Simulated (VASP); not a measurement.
# LiH3O2 (Imm2) in VASP: further runs

The runs below take LiH3O2 through single point, relaxation of cell and atoms, with PBEsol.

All numbers are computed with VASP 6.6.1; they aren't measurements. Logs are shortened: lines on timing, memory, paths and dates and some standing lists are left out, and cuts for length are marked.

## Step 1: The structure

Symmetry: Imm2, No. 44, orthorhombic system. The conventional cell has a = 3.391 Å, b = 5.960 Å, c = 6.043 Å, α = 90.00°, β = 90.00°, γ = 90.00°. Li (site symmetry mm2) is surrounded by 4 O at 1.96 Å and 2 H at 2.24 Å. H (site symmetry m) is surrounded by 1 H at 0.76 Å. H (site symmetry mm2) is surrounded by 2 O at 1.18 Å. Around O (site symmetry m) lie 1 H at 1.18 Å.

The cell was built by a generator and needn't be a form met in nature.

## Step 2: Single point, PBEsol

Contents of INCAR:

```
ALGO = Fast
EDIFF = 1E-7
ENCUT = 520
GGA = PS
ISIF = 2
ISMEAR = -1
LASPH = True
LCHARG = False
LREAL = False
LWAVE = False
NBANDS = 18
NELM = 100
PREC = Accurate
SIGMA = 0.03
```

Contents of KPOINTS:

```
k-points
0
Gamma
  8 8 8
```

Contents of POSCAR:

```
LiH3O2
1.0
   -1.6955153388      2.9799580476      3.0216092450
    1.6955153388     -2.9799580476      3.0216092450
    1.6955153388      2.9799580476     -3.0216092450
Li H O
1 3 2
Direct
   -0.0526975786     -0.0526975786      0.0000000000
    0.5128988563      0.1253065749      0.6124077186
    0.5128988563      0.9004911377      0.3875922814
    0.1885790958      0.6885790958      0.5000000000
    0.9098752722      0.5441603851      0.3657148871
    0.1784454980      0.5441603851      0.6342851129
```

Potentials or basis: VASP PAW PBE potentials, release 64 (Li_sv, H, O).

On the command line:

```sh
> cat potpaw_PBE.64/Li_sv/POTCAR potpaw_PBE.64/H/POTCAR potpaw_PBE.64/O/POTCAR > POTCAR
> mpirun -np 1 vasp_std > vasp.out
```

OUTCAR:

```text
EDIFF = 1E-7
   ENCUT = 520
   GGA = PS
   ISIF = 2
   ISMEAR = -1
   LASPH = True
   LREAL = False
   NELM = 100
   PREC = Accurate

 ion  position               nearest neighbor table
   1  0.947  0.947  0.000-   6 1.96   5 1.96   6 1.96   5 1.96
   2  0.513  0.125  0.612-   3 0.76
   3  0.513  0.900  0.388-   2 0.76
   4  0.189  0.689  0.500-   5 1.18   6 1.18
   5  0.910  0.544  0.366-   4 1.18   6 1.60   1 1.96   1 1.96
   6  0.178  0.544  0.634-   4 1.18   5 1.60   1 1.96   1 1.96

  LATTYP: Found a body centered orthorhombic cell.
 ALAT       =     3.3910306776
 B/A-ratio  =     1.7575529866
 C/A-ratio  =     1.7821184957

  Lattice vectors:

 A1 = (  -1.6955153388,   2.9799580476,   3.0216092450)
 A2 = (   1.6955153388,  -2.9799580476,   3.0216092450)
 A3 = (   1.6955153388,   2.9799580476,  -3.0216092450)

Analysis of symmetry for initial positions (statically):
=====================================================================
 Subroutine PRICEL returns:
 Original cell was already a primitive cell.

 Routine SETGRP: Setting up the symmetry group for a
 body centered orthorhombic supercell.

 Subroutine GETGRP returns: Found  4 space group operations
 (whereof  4 operations were pure point group operations)
 out of a pool of  8 trial point group operations.

The static configuration has the point symmetry C_2v.

Analysis of symmetry for dynamics (positions and initial velocities):
=====================================================================
 Subroutine PRICEL returns:
 Original cell was already a primitive cell.

 Routine SETGRP: Setting up the symmetry group for a
 body centered orthorhombic supercell.

 Subroutine GETGRP returns: Found  4 space group operations
 (whereof  4 operations were pure point group operations)
 out of a pool of  8 trial point group operations.

The dynamic configuration has the point symmetry C_2v.

 Subroutine INISYM returns: Found  4 space group operations
 (whereof  4 operations are pure point group operations),
 and found     1 'primitive' translations

----------------------------------------------------------------------------------------

                                     Primitive cell

  volume of cell :      61.0675

  direct lattice vectors                    reciprocal lattice vectors
    -1.695515339  2.979958048  3.021609245     0.000000000  0.167787597  0.165474739
     1.695515339 -2.979958048  3.021609245     0.294895592  0.000000000  0.165474739
     1.695515339  2.979958048 -3.021609245     0.294895592  0.167787597  0.000000000

  length of vectors
     4.570015827  4.570015827  4.570015827     0.235657732  0.338149818  0.339287618

  position of ions in fractional coordinates (direct lattice)
     0.947302421  0.947302421  0.000000000
     0.512898856  0.125306575  0.612407719
     0.512898856  0.900491138  0.387592281
     0.188579096  0.688579096  0.500000000
     0.909875272  0.544160385  0.365714887
     0.178445498  0.544160385  0.634285113

  ion indices of the primitive-cell ions
   primitive index   ion index
                 1           1
                 2           2
                 3           3
                 4           4
                 5           5
                 6           6

----------------------------------------------------------------------------------------

 KPOINTS: k-points

Automatic generation of k-mesh.
 Grid dimensions read from file:
 generate k-points for:    8    8    8

 Generating k-lattice:

  Cartesian coordinates                     Fractional coordinates (reciprocal lattice)
     0.000000000  0.020973450  0.020684342     0.125000000  0.000000000  0.000000000
     0.036861949  0.000000000  0.020684342    -0.000000000  0.125000000  0.000000000
     0.036861949  0.020973450  0.000000000    -0.000000000  0.000000000  0.125000000

  Length of vectors
     0.029457217  0.042268727  0.042410952

  Shift w.r.t. Gamma in fractional coordinates (k-lattice)
     0.000000000  0.000000000  0.000000000

 Subroutine IBZKPT returns following result:
 ===========================================

 Found     95 irreducible k-points:

 Following reciprocal coordinates:
            Coordinates               Weight
  0.000000  0.000000  0.000000      1.000000
  0.125000  0.000000 -0.000000      4.000000
  0.250000  0.000000 -0.000000      4.000000
  0.375000  0.000000 -0.000000      4.000000
  0.500000  0.000000 -0.000000      2.000000
  0.000000  0.125000 -0.000000      4.000000
[... 16 lines left out ...]
  0.125000  0.375000 -0.000000      8.000000
  0.250000  0.375000 -0.000000      8.000000
 [... further k-points ...]
   k-points           NKPTS =     95   k-points in BZ     NKDIM =     95   number of bands    NBANDS=     18
   number of dos      NEDOS =    301   number of ions     NIONS =      6
   total plane-waves  NPLWV =  46656
   dimension x,y,z NGX =    36 NGY =   36 NGZ =   36
   dimension x,y,z NGXF=    72 NGYF=   72 NGZF=   72
   ions per type =               1   3   2
   NGX,Y,Z   is equivalent  to a cutoff of  13.10, 13.10, 13.10 a.u.
   NGXF,Y,Z  is equivalent  to a cutoff of  26.19, 26.19, 26.19 a.u.
 SYSTEM =  unknown system
   PREC   = accura    normal or accurate (medium, high low for compatibility)
   ISTART =      0    job   : 0-new  1-cont  2-samecut
   ICHARG =      2    charge: 1-file 2-atom 10-const
   ISPIN  =      1    spin polarized calculation?
   LNONCOLLINEAR =      F non collinear calculations
   LSORBIT =      F    spin-orbit coupling
   LASPH  =      T    aspherical Exc in radial PAW
   ENCUT  =  520.0 eV  38.22 Ry    6.18 a.u.   8.50  8.50  8.50*2*pi/ulx,y,z
   NELM   =    100;   NELMIN=  2; NELMDL= -5     # of ELM steps
   EDIFF  = 0.1E-06   stopping-criterion for ELM
   LREAL  =      F    real-space projection
   EDIFFG = 0.1E-05   stopping-criterion for IOM
   NSW    =      0    number of steps for IOM
   IBRION =     -1    ionic relax: 0-MD 1-quasi-New 2-CG
   NFREE  =      0    steps in history (QN), initial steepest desc. (CG)
   ISIF   =      2    stress and relaxation
   ISYM   =      2    0-nonsym 1-usesym 2-fastsym
   POTIM  = 0.5000    time-step for ionic-motion
   TEBEG  =    0.0;   TEEND  =   0.0 temperature during run
   PSTRESS=    0.0 pullay stress
   NELECT =      18.0000    total number of electrons
   NUPDOWN=      -1.0000    fix difference up-down
   EMIN   =  10.00;   EMAX   =-10.00  energy-range for DOS
   EFERMI =   0.00;   METHOD = LEGACY
   ISMEAR =    -1;   SIGMA  =   0.03  broadening in eV -4-tet -1-fermi 0-gaus
   EFERMI_NEDOS =   21; number of points for ismear=-14 and -15
   IALGO  =     68    algorithm
   IMIX   =      4    mixing-type and parameters
     AMIX     =   0.40;   BMIX     =  1.00
     AMIX_MAG =   1.60;   BMIX_MAG =  1.00
  volume/ion in A,a.u.               =      10.18        68.68
  Fermi-wavevector in a.u.,A,eV,Ry     =   1.089504  2.058865 16.150382  1.187020
  Thomas-Fermi vector in A             =   2.225709
   LORBIT       =      0    0 simple, 1 ext, 2 COOP (PROOUT), +10 PAW based schemes
   GGA     = PS    functional components
   LHFCALC =     F    Hartree Fock is set to
   AEXX    =    0.0000 exact exchange contribution
   IVDW    =     0    specifies the selected vdW correction
   LEPSILON=     F    determine dielectric tensor
   LRPA    =     F    only Hartree local field effects (RPA)
 non-spin polarized calculation
 RMM-DIIS sequential band-by-band and
  energy-cutoff  :      520.00
  volume of cell :       61.07
 maximum number of plane-waves:      1667
 NGX is ok and might be reduce to    36
   NGX = 17   NGY = 17   NGZ = 17

 number of electron      17.9999999 magnetization

 Free energy of the ion-electron system (eV)
  ---------------------------------------------------
  ext. energy  EPLUGINS =         0.00000000
  ---------------------------------------------------
  free energy    TOTEN  =       -24.31373881 eV

  energy without entropy =      -24.31373881  energy(sigma->0) =      -24.31373881

 E-fermi :  -0.9582     XC(G=0):  -7.6033

 val. band max:       -1.5831727875   @ k =   0.5000   0.5000   0.5000
 cond. band min:       0.5654932098   @ k =   0.2500   0.2500   0.2500
 fundamental gap:      2.1486659973
 Fermi energy:        -0.9581594103

 k-point     1 :       0.0000    0.0000    0.0000
  band No.  band energies     occupation
      1     -44.8006      2.00000
      2     -22.6490      2.00000
      3     -16.2242      2.00000
      4      -8.0977      2.00000
      5      -7.2980      2.00000
      6      -5.3020      2.00000
[... 10 lines left out ...]
     17      12.5475      0.00000
     18      12.6460      0.00000

 k-point     2 :       0.1250    0.0000   -0.0000
  band No.  band energies     occupation
      1     -44.8006      2.00000
      2     -22.6455      2.00000
      3     -16.2354      2.00000
      4      -8.1248      2.00000
      5      -7.2332      2.00000
      6      -5.3631      2.00000
[... 10 lines left out ...]
     17      12.6482      0.00000
     18      12.8361      0.00000

 k-point     3 :       0.2500    0.0000   -0.0000
  band No.  band energies     occupation
      1     -44.8005      2.00000
      2     -22.6373      2.00000
      3     -16.2625      2.00000
      4      -8.1774      2.00000
      5      -7.0786      2.00000
      6      -5.5196      2.00000
[... 10 lines left out ...]
     17      12.1157      0.00000
     18      13.2707      0.00000

 k-point     4 :       0.3750    0.0000   -0.0000
  band No.  band energies     occupation
      1     -44.8005      2.00000
      2     -22.6290      2.00000
      3     -16.2897      2.00000
      4      -8.2176      2.00000
      5      -6.9120      2.00000
      6      -5.6973      2.00000
[... 10 lines left out ...]
     17      12.2055      0.00000
     18      13.4336      0.00000

 k-point     5 :       0.5000    0.0000   -0.0000
  band No.  band energies     occupation
      1     -44.8004      2.00000
      2     -22.6254      2.00000
      3     -16.3010      2.00000
      4      -8.2316      2.00000
      5      -6.8336      2.00000
      6      -5.7820      2.00000
[... 10 lines left out ...]
     17      12.4016      0.00000
     18      13.8278      0.00000

 k-point     6 :       0.0000    0.1250   -0.0000
  band No.  band energies     occupation
      1     -44.7995      2.00000
      2     -22.6491      2.00000
      3     -16.2159      2.00000
      4      -8.1128      2.00000
      5      -7.2176      2.00000
      6      -5.3372      2.00000
[... 307 lines left out ...]
 k-point    21 :      -0.1250    0.2500   -0.0000
  band No.  band energies     occupation
      1     -44.7970      2.00000
      2     -22.6518      2.00000
      3     -16.1923      2.00000
      4      -7.9729      2.00000
      5      -7.1544      2.00000
      6      -5.5110      2.00000
[... 10 lines left out ...]
     17      11.9812      0.00000
     18      13.6926      0.00000

 k-point    22 :       0.0000    0.3750    0.0000
  band No.  band energies     occupation
      1     -44.7945      2.00000
      2     -22.6501      2.00000
      3     -16.1754      2.00000
      4      -8.1156      2.00000
      5      -6.7984      2.00000
      6      -5.7045      2.00000
[... 10 lines left out ...]
     17      11.3716      0.00000
     18      13.7865      0.00000

 k-point    23 :       0.1250    0.3750   -0.0000
  band No.  band energies     occupation
      1     -44.7944      2.00000
      2     -22.6467      2.00000
      3     -16.1854      2.00000
      4      -8.1639      2.00000
      5      -6.6960      2.00000
      6      -5.7350      2.00000
[... 10 lines left out ...]
     17      11.6651      0.00000
     18      13.1320      0.00000

 k-point    24 :       0.2500    0.3750   -0.0000
  band No.  band energies     occupation
      1     -44.7944      2.00000
      2     -22.6441      2.00000
      3     -16.1953      2.00000
      4      -8.1444      2.00000
      5      -6.5929      2.00000
      6      -5.8009      2.00000
[... 10 lines left out ...]
     17      12.0438      0.00000
     18      12.8386      0.00000

 [... further k-points ...]

------------------------ aborting loop because EDIFF is reached ----------------------------------------

  FORCE on cell =-STRESS in cart. coord.  units (eV):
  Direction    XX          YY          ZZ          XY          YZ          ZX
  --------------------------------------------------------------------------------------
  -------------------------------------------------------------------------------------
  Total       -0.0110068      0.1748520      0.0372055      0.0000000      0.0000000      0.0000000
  in kB       -0.2887765      4.5874472      0.9761304      0.0000000      0.0000000      0.0000000
  external PRESSURE =       1.7582670 kB  Pullay stress =       0.0000000 kB

 VOLUME and BASIS-vectors are now :
 -----------------------------------------------------------------------------
  energy-cutoff  :      520.00
  volume of cell :       61.07
      direct lattice vectors                 reciprocal lattice vectors
    -1.695515339  2.979958048  3.021609245     0.000000000  0.167787597  0.165474739
     1.695515339 -2.979958048  3.021609245     0.294895592  0.000000000  0.165474739
     1.695515339  2.979958048 -3.021609245     0.294895592  0.167787597  0.000000000

 POSITION                                       TOTAL-FORCE (eV/Angst)
 -----------------------------------------------------------------------------------
      0.00000      0.00000      5.72476         0.000000      0.000000     -0.030657
      0.38118      2.97996      0.07795         0.005749      0.000000     -0.000682
      1.31434      0.00000      3.09956        -0.005749      0.000000     -0.000682
      1.69552     -0.00000      1.13962         0.000000      0.000000      0.116999
      0.00000      2.17963      3.28848        -0.000000     -0.178721     -0.042489
      1.69552      0.80033      0.26687        -0.000000      0.178721     -0.042489
 -----------------------------------------------------------------------------------
    total drift:                               -0.000006     -0.000007     -0.000392

  FREE ENERGIE OF THE ION-ELECTRON SYSTEM (eV)
  ---------------------------------------------------
  free  energy   TOTEN  =       -24.3137388148 eV

  energy  without entropy=      -24.3137388148  energy(sigma->0) =      -24.31373881
```

It took 86 s on 1 thread of Intel Xeon 6975P-C (Granite Rapids), shared host; peak memory 0.25 GiB.

Results:

```yaml
Free_energy: -24.3137 eV
Largest_force: 0.184 eV/Å
Band_gap_on_the_k_mesh: 2.15 eV, indirect (least direct gap 2.58 eV)
```

Forces in eV/Å, atoms in the order of the input:
```
Li   0.000  0.000 -0.031
H    0.006  0.000 -0.001
H   -0.006  0.000 -0.001
H    0.000  0.000  0.117
O    0.000 -0.179 -0.042
O    0.000  0.179 -0.042
```

Caveat: the cutoff is under 1.25 times the usual one of these potentials, so pressure, stress and relaxed cells hold a basis-set (Pulay) error; the PAW data sets were made with another functional, which shifts forces and pressure a little. As with any semilocal functional, this PBEsol gap is likely too small.

[end of part 1 of 2]
